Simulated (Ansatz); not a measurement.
# HfO2: the cost of one run

Computed with Ansatz 0.2.0 (DFT PBE, scalar-relativistic, plane waves, PAW, unless a step's input says otherwise).

2 further runs of the same task are left out: 1 that didn't finish, 1 set aside as unsound or not needed. Runs told in other sessions of the task aren't counted.

**1. The starting structure**

It takes space group I-42d (No. 122, tetragonal). Conventional cell: a = 5.026 Å, b = 5.026 Å, c = 7.372 Å, α = 90.00°, β = 90.00°, γ = 90.00°. Si (site symmetry -4) is surrounded by 4 O at 1.63 Å. Around O (site symmetry 2) lie 2 Si at 1.63 Å.

Structure file:

```
CELL_PARAMETERS angstrom
-2.51315 2.51315 3.68587
2.51315 -2.51315 3.68587
2.51315 2.51315 -3.68587
ATOMIC_POSITIONS crystal
Si 0.00000 0.00000 0.00000
Si 0.75000 0.25000 0.50000
O 0.37500 0.21748 0.34248
O 0.96748 0.62500 0.84248
O 0.78252 0.12500 0.15752
O 0.87500 0.03252 0.65752
```

It goes back to an entry of the Materials Project, which need not be the stable form.

This cell was relaxed beforehand with the same method: volume 15.52 Å³/atom, gap on the mesh 5.74 eV.

**2. Si → Hf: the starting cell**

The start of HfO2: fractional positions of relaxed SiO2, cell scaled by 1.158, a guess from tabulated radii.

**3. A first look at the start (HfO2)**

File input.yaml:

```yaml
crystal:
  lattice:
    - [-2.9102290756, 2.9102290756, 4.2682423711]
    - [2.9102290756, -2.9102290756, 4.2682423711]
    - [2.9102290756, 2.9102290756, -4.2682423711]
  atoms:
    - { symbol: Hf, position: [0.0, 0.0, 0.0] }
    - { symbol: Hf, position: [0.75, 0.25, 0.5] }
    - { symbol: O, position: [0.375, 0.2174786141, 0.3424786141] }
    - { symbol: O, position: [0.9674786141, 0.625, 0.8424786141] }
    - { symbol: O, position: [0.7825213859, 0.125, 0.1575213859] }
    - { symbol: O, position: [0.875, 0.0325213859, 0.6575213859] }
basis:
  ecutwfc: 420
kpoints:
  mp_grid: { grid: [4, 4, 4] }
hamiltonian:
  xc: pbe
scf:
  occupations: { method: gaussian, width: 0.1 }
output:
  forces: true
  stress: true
  eigenvalues: true
```

Run with:

```sh
$ ansatz run input.yaml --threads 1 --pin off --max-ram 2560MiB --backend cpu --events-out ev --progress --plain --runs-dir out
```

Q: Estimate wall time and peak memory on 1 thread of Arm Neoverse V2, shared host.

About 6 s, with a peak of 0.36 GiB.
